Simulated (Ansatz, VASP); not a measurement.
**Two plane-wave programs on Zr**

```xyz
5
Lattice="5.0552 0.0000 0.0000 -2.5276 4.3779 0.0000 0.0000 0.0000 18.1275" Properties=species:S:1:pos:R:3 pbc="T T T"
Zr    2.5276    1.4593    7.0000
Zr    0.0000    2.9186    8.0319
Zr    0.0000    0.0000    8.9115
Zr    2.5276    1.4593    9.6979
Zr    0.0000    2.9186   10.8721
```

Alike in both runs: functional PBE; k mesh 6 × 6 × 1; occupations gaussian, width 0.1 eV; no spin polarisation.

Ansatz relaxed the structure, and its values are those at the end. VASP's run is a single point on that final structure, the one shown.

|  | VASP | Ansatz |
| --- | --- | --- |
| version | VASP 6.6.1 | Ansatz 0.2.0 |
| potentials or method | VASP PAW PBE potentials, release 64 (Zr_sv) | scalar-relativistic, plane waves, PAW |
| plane-wave cutoff (eV) | 520 | 420 |
| valence electrons in the cell | 60 | 60 |

VASP gave:

- gap on the k mesh at the Fermi level (eV): none
- rms of the force components (eV/Å): 0.269
- work function, face that differs most (eV): 3.03

Problem. What did Ansatz give for the same quantities?

Solution. gap on the k mesh at the Fermi level (eV): none; rms of the force components (eV/Å): 0.268; work function, face that differs most (eV): 3.17.

A gap of «none» marks a metal or a gap that the smearing closes. The functional is the same, so the differences come from potentials, cutoffs and numerics. Ansatz warned: «xc_potential_rough_in_thin_density».
